# Why the calculated gap of diamond is too small

The PBEsol row looks wrong. Its gap on path, the smallest energy step from an occupied to an empty state, is 0.11 eV below that of LDA. Yet the direct gaps of the two rows, for which both states must have the same wave vector, agree to better than 0.01 eV. The crystal and its atomic positions are the same in every row. Either PBEsol treats the lowest empty state differently, or the two smallest gaps were not sampled in the same way.

VASP 6.6.1, Kohn–Sham DFT with PAW potentials for diamond, in the same two-atom cell (5.62 Å³ per atom) in every row, without spin polarisation or spin–orbit coupling. The plane-wave cutoff is 520 eV, the k mesh 14 × 14 × 14 and the Gaussian smearing 0.03 eV wide. Gaps are differences between band energies.

```tsv
functional	potentials	gap on path (eV)	direct gap on path (eV)
LDA	VASP-PAW-LDA-potentials,-recommended	4.137	5.570
PBE	VASP-PAW-PBE-potentials,-recommended	4.170	5.617
PBEsol	VASP-PAW-PBE-potentials,-recommended	4.028	5.566
r2SCAN	VASP-PAW-PBE-potentials,-recommended	4.366	5.863
TB-mBJ	VASP-PAW-PBE-potentials,-recommended	4.982	6.651
```

## A small failure: the path steps over the minimum

Part of the oddity belongs to the other four rows. In diamond the highest occupied state lies at the zone centre Γ, while the lowest empty state lies on the way from Γ to the zone-face point X. That minimum falls between two points of the path, so the path reports an energy that is slightly too high. On the regular mesh of wave vectors used in the same runs, the smallest gap comes out lower by 0.01 to 0.02 eV in these four rows. In the PBEsol row path and mesh agree to rounding, and its entry was probably taken from a mesh in the first place.

The numbers themselves reveal this kind of error. The direct gap sits at Γ, a point that path and mesh share, and it is the same on both in every row. Only the indirect gap changes. Coarse sampling can miss a minimum but cannot invent a lower one, so the smaller of two sampled gaps is the better value. For PBE and r2SCAN, a smooth curve through the neighbouring path points gives the mesh gap to about 0.001 eV.

Mesh gaps are therefore used for the smallest gap from here on. They remove only a little of the PBEsol anomaly: its gap is still 0.09 eV below that of LDA. The run behind that row used a looser convergence limit and more bands, but neither is expected to move a gap this far. PBE, run with the same PAW dataset, cutoff and mesh, gives a gap 0.12 eV above that of PBEsol. The functional itself is therefore the likeliest cause, though only a rerun with identical settings would prove it.

## The large failure: agreement without accuracy

The measured indirect gap of diamond is roughly 5.5 eV, a recalled value. PBE falls short of it by about 1.3 eV, or a quarter, which is dozens of times the sampling error. LDA and PBEsol do no better, r2SCAN is still about a fifth too low, and TB-mBJ a tenth. The true errors are larger still, because the zero-point motion of the light carbon atoms lowers the measured gap by some tenths of an eV, and the calculation holds the atoms still.

LDA and PBE differ by only 0.03 eV, and this close agreement could be taken for reliability. Set beside the measured gap, it shows instead that the two methods share an error. Even their order is not secure, since the common cell is too large for LDA and too small for PBE. With a rough recalled value for the effect of pressure on the gap, LDA would come out above PBE if each had its own equilibrium volume.

## Why LDA and PBE share the error

A band gap is the difference between the energy needed to remove an electron from the crystal and the energy regained when one is added. The gaps in the table are read instead from the band energies of the unchanged crystal. In exact theory the two are related by

$$E_\mathrm{g} = (\varepsilon_\mathrm{c}-\varepsilon_\mathrm{v}) + \Delta_\mathrm{xc},$$

where $E_\mathrm{g}$ is the true gap, $\varepsilon_\mathrm{v}$ the highest occupied and $\varepsilon_\mathrm{c}$ the lowest empty band energy. The last term, $\Delta_\mathrm{xc}$, is a sudden upward jump of the exchange-correlation potential when the added electron enters the empty bands.

LDA computes its potential from the local density, and PBE and PBEsol also use the gradient of the density. One electron added to a large crystal changes the density at each point by almost nothing, so these potentials change by almost nothing too. The jump is lost, and the gap comes out too small. Changing from one such functional to another alters details of the potential but does not restore the jump. The table cannot tell how much of the deficit is the lost jump and how much is error in the potential itself.

## What r2SCAN changes

The lost jump would have a simple signature. It is the same everywhere in the crystal, so restoring it would lift all empty bands by one amount and leave the occupied bands as they were. Direct and indirect gaps would then open equally. From PBE to r2SCAN the indirect gap opens by 0.19 eV and the direct gap by 0.25 eV. More tellingly, the occupied valence band becomes 1.2 eV wider, which a rigid shift of the empty bands cannot do.

The likely reason is an extra ingredient. r2SCAN also depends on the kinetic-energy density $\tau$, which measures how steeply the orbitals vary in space. Its energy usually rises with $\tau$, and in the equation for the orbitals this acts as an addition to the kinetic energy:

$$-\tfrac12\nabla^2 \;\rightarrow\; -\tfrac12\nabla\cdot\left[(1+v_\tau)\nabla\right],$$

where $v_\tau$ is the derivative of the exchange-correlation energy density with respect to $\tau$. Where $v_\tau$ is positive, this term raises a steeply varying orbital more than a smooth one.

Outside the atomic cores, this extra cost is expected to sort the states of diamond by their shape. There the lowest valence state is a smooth bonding combination of carbon s orbitals and should pay little. The states at the top of the valence band are bonding combinations of p orbitals; they vary more steeply and should pay more. The valence band should therefore widen. The argument does not carry over to the gap. The lowest empty states are antibonding, but they spread further into the thin regions between the bonds, and they are not expected to vary more steeply than the p states at the top of the valence band. The added term alone is thus not expected to open the gap; the opening needs the change in the rest of the r2SCAN potential as well.

One can still ask, as a purely empirical test, whether all levels are drawn apart evenly, in which case the valence band alone would predict the gap. Its width is 21.61 eV in PBE and 22.83 eV in r2SCAN, a ratio of 1.057. Applied to the PBE gap of 4.15 eV, this gives an opening of

$$\left(\frac{22.83}{21.61}-1\right)\times 4.15\ \mathrm{eV} \approx 0.23\ \mathrm{eV}.$$

The calculated opening is 0.19 eV. The r2SCAN gap was not used in the estimate, although the r2SCAN valence band was.

The estimate has the right size but is too large by 20 to 30 per cent for the two gaps. The indirect and direct gaps grow by factors of 1.046 and 1.044, against 1.057 for the valence band. The rough agreement is an observed scaling and does not follow from the added term. The rest of the r2SCAN potential also differs from that of PBE, and the r2SCAN run uses a PAW dataset made for PBE. The widening of the valence band has the sign that the kinetic-energy argument predicts, but it does not prove that this term alone is at work.

The partial success of r2SCAN can now be read correctly. An operator that depends on the orbitals can carry part of the lost jump into the band energies, but it moves the occupied bands as well. A larger gap obtained in this way is a sign of a changed band structure, and the valence band deserves its own comparison with experiment.

## TB-mBJ and the limits of a constant correction

TB-mBJ comes closest to the measured gap, but it was designed for that purpose. It is a model potential with a strength set by how rapidly the density varies in the crystal. Broadly, it favours regions of high density, such as the bonds, over the thin regions between them, into which empty states extend further. Its good gap is thus no evidence that the lost jump has been derived from first principles. Nor does it belong to an energy functional, so it cannot supply an equilibrium volume.

One simple repair is to add one constant to all empty PBE bands. The alternative tested here multiplies both PBE gaps by one factor; in each case the indirect gap of a row is used to predict its direct gap. For TB-mBJ the constant leaves the direct gap 0.22 eV too low, while the factor makes it 0.07 eV too high. The factor is also better for LDA and r2SCAN, but worse for PBEsol, the row that looked wrong at the start. The output below lists both predictions for every row.

None of these rows is the true band structure, but they give no reason to expect that all gaps open equally. A constant fitted to one gap should therefore be trusted only for that gap. For an optical threshold or any other property that involves several bands, the correction has to be checked at a second energy difference.

The analysis program printed:

```
Sampling of the smallest gap in eV:
     row   path   mesh  path less mesh
     LDA  4.137  4.122           0.015
     PBE   4.17  4.152          0.0185
  PBEsol  4.028  4.028         -0.0004
  r2SCAN  4.366  4.343          0.0227
  TB-mBJ  4.982  4.969          0.0131
PBE gap interpolated between path points, eV: 4.151
r2SCAN gap interpolated between path points, eV: 4.343
Deficit against roughly 5.5 eV and change from PBE:
     row  deficit eV  deficit percent  indirect change eV  direct change eV
     LDA       1.378            25.05             -0.0295            -0.047
     PBE       1.348            24.52                   0                 0
  PBEsol       1.472            26.76             -0.1231            -0.051
  r2SCAN       1.157            21.03              0.1918             0.246
  TB-mBJ      0.5311            9.656              0.8174             1.034
Direct gap predicted from PBE less computed in eV:
     row  rigid shift  common stretch
     LDA       0.0175        0.007086
     PBE   -8.882e-16               0
  PBEsol      -0.0721         -0.1156
  r2SCAN      -0.0542         0.01351
  TB-mBJ      -0.2166         0.07195
PBE valence band width, eV: 21.61
r2SCAN valence band width, eV: 22.83
widening of the valence band from PBE to r2SCAN, eV: 1.222
r2SCAN to PBE ratio of valence width: 1.057
r2SCAN to PBE ratio of depth of upper valence pair at X: 1.057
r2SCAN to PBE ratio of depth of lower valence pair at X: 1.064
r2SCAN to PBE ratio of indirect gap: 1.046
r2SCAN to PBE ratio of direct gap: 1.044
indirect opening predicted from valence stretch, eV: 0.2348
direct opening predicted from valence stretch, eV: 0.3177
LDA less PBE gap in the common cell, eV: -0.0295
rough LDA less PBE gap at own volumes, eV: 0.05622
```
